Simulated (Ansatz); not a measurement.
## Structures of TaN: which is lowest?

Plane-wave DFT in Ansatz with scalar-relativistic PAW potentials, cutoff 420 eV, Γ-centred meshes chosen by cell and gap, Gaussian smearing with energies taken to zero width. Every cell was relaxed (cell and atoms) in a run of its own, within the symmetry of its start. Functional: PBE.

Relaxed structures (starts from databases or built by putting these elements on another compound's sites):
A. P6_3/mmc, 4 atoms in the computed cell, a = 2.968 Å, c = 5.630 Å; sites (symmetry × multiplicity) Ta -6m2 × 2, N -3m. × 2; start: built
B. P-62m, 6 atoms in the computed cell, a = 5.226 Å, c = 2.923 Å; sites (symmetry × multiplicity) Ta -6.. × 2 + -62m × 1, N m2m × 3; start: database
C. P6/mmm, 6 atoms in the computed cell, a = 5.264 Å, c = 2.922 Å; sites (symmetry × multiplicity) Ta -6m2 × 2 + 6/mmm × 1, N mmm × 3; start: database
D. R-3m, 6 atoms in the computed cell, a = 3.130 Å, c = 7.619 Å; sites (symmetry × multiplicity) Ta -3m × 3, N -3m × 3; start: built
E. P6_3mc, 4 atoms in the computed cell, a = 3.152 Å, c = 6.105 Å; sites (symmetry × multiplicity) Ta 3m. × 2, N 3m. × 2; start: database
F. P-6m2, 2 atoms in the computed cell, a = 2.950 Å, c = 2.898 Å; sites (symmetry × multiplicity) Ta -6m2 × 1, N -6m2 × 1; start: database
G. I4_1md, 4 atoms in the computed cell, a = 2.915 Å, c = 10.288 Å; sites (symmetry × multiplicity) Ta 2mm. × 4, N 2mm. × 4; start: built

Q: Rank them by energy. Could pressure change the order?

A:
```csv
structure,group,E − E(lowest) (meV/atom),V (Å³/atom),gap on mesh (eV)
B,P-62m,0.0,11.52,0.00
F,P-6m2,30,10.92,0.00
G,I4_1md,62,10.93,0.71
A,P6_3/mmc,121,10.73,0.00
D,R-3m,337,10.77,0.00
E,P6_3mc,408,13.13,0.00
C,P6/mmm,447,11.68,0.00
```

B is lowest, 30 meV/atom under F. F is denser by 0.60 Å³/atom, so pressure favours it: ΔE/ΔV, with ΔE in eV and 1 eV/Å³ = 160.2 GPa, gives about 8 GPa for equal enthalpy if both cells were rigid, a rough figure since the two compress differently. Other structures may lie lower than all of these, and vibrations aren't counted.

Spin-orbit coupling is left out, which matters for the bands of heavy elements.